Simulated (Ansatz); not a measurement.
# Phases of CoSi at 120 GPa

Structure types of CoSi are relaxed in primitive cells with their symmetry kept at 120 GPa, on PAW files; LAPW relaxes the small cells further and takes the PAW cell for the others (marked *). The enthalpy is E + pV at zero temperature, without zero-point motion. Only the types listed were tried, and differences under about 5 meV/atom are mesh noise. The real phase may be another.

Level of theory: DFT with PBE, scalar-relativistic, in Ansatz 0.2.0; Fermi–Dirac smearing of 0.1 eV, no spin polarisation. LAPW: all electrons, basis error target 0.5 meV/atom; PAW: frozen-core files, cutoff 420 eV.

k meshes: rocksalt 16×16×16, CsCl 16×16×16, WC 16×16×15, NiAs 12×12×7, zincblende 14×14×14.

Spin polarisation is left out, though a magnetic state may lie lower.

Which type is lowest in enthalpy, and by how much?

CsCl, 272 meV/atom below distorted WC. The whole table:

| start type | ends as | a, b, c (Å) | V (Å³/atom) | H − H(lowest), LAPW (meV/atom) | same, PAW |
| --- | --- | --- | --- | --- | --- |
| rocksalt | rocksalt, Fm-3m | 4.149, 4.149, 4.149 | 8.93 | 1415.6 | 1415.3 |
| CsCl | CsCl, Pm-3m | 2.525, 2.525, 2.525 | 8.05 | 0.0 | 0.0 |
| WC | distorted WC, P-6m2 | 2.396, 2.396, 3.326 | 8.27 | 272.3 | 274.7 |
| NiAs* | NiAs, P6_3/mmc | 2.946, 2.946, 4.743 | 8.91 | 894.7 | 894.4 |
| zincblende | zincblende, F-43m | 4.385, 4.385, 4.385 | 10.54 | 3389.1 | 3386.9 |

Split the lead of CsCl over distorted WC into energy and pV.

For distorted WC less CsCl: ΔE = +107.6 meV/atom, and p·ΔV = 120 GPa × +0.2199 Å³ × 6.242 meV/(GPa·Å³) = +164.7 meV/atom, together 272.3 meV/atom. CsCl wins on both counts.
